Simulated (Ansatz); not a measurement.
Ge: rattling a relaxed structure

The cell was found from a structure generator's guess, not taken from experiment.

Level of theory: Ansatz 0.2.0, DFT PBE, scalar-relativistic, plane waves, PAW. Plane waves to 420 eV, a k mesh through Γ of 14×14×14 on the computed 4-atom cell and Gaussian smearing (0.10 eV); no spin polarisation.

The cell below (4 atoms, space group I4/mmm (No. 139)) is relaxed within its symmetry.

```xyz
4
Lattice="-3.5267 3.5267 2.0352 3.5267 -3.5267 2.0352 3.5267 3.5267 -2.0352" Properties=species:S:1:pos:R:3 pbc="T T T"
Ge    1.2589    1.2589    2.0352
Ge    2.2678    2.2678    0.0000
Ge    1.2589   -1.2589    2.0352
Ge   -1.2589    1.2589    2.0352
```

For the test a repeat of it with 8 atoms (edges 5.39, 5.39, 7.88 Å) was strained at random (σ = 1.5 % a component), the atoms were moved at random (σ = 0.05 Å), and all was relaxed again on a coarse 4×4×4 mesh (in the run’s order of axes) with 0.20 eV smearing, with no symmetry imposed.

Question: Does it come back?

Answer: It returns, within 1 meV/atom of the unmoved cell on that mesh and with the same symmetry when read at 0.1 Å (C2 at 0.01 Å, so small strains and shifts remain). No instability shows in this cell; modes of other wave vectors, which need another repeat, aren't tested. Another cell of Ge relaxed alike, in Cmmm, lies 29 meV/atom lower, so this cell isn't the stable form at this level.
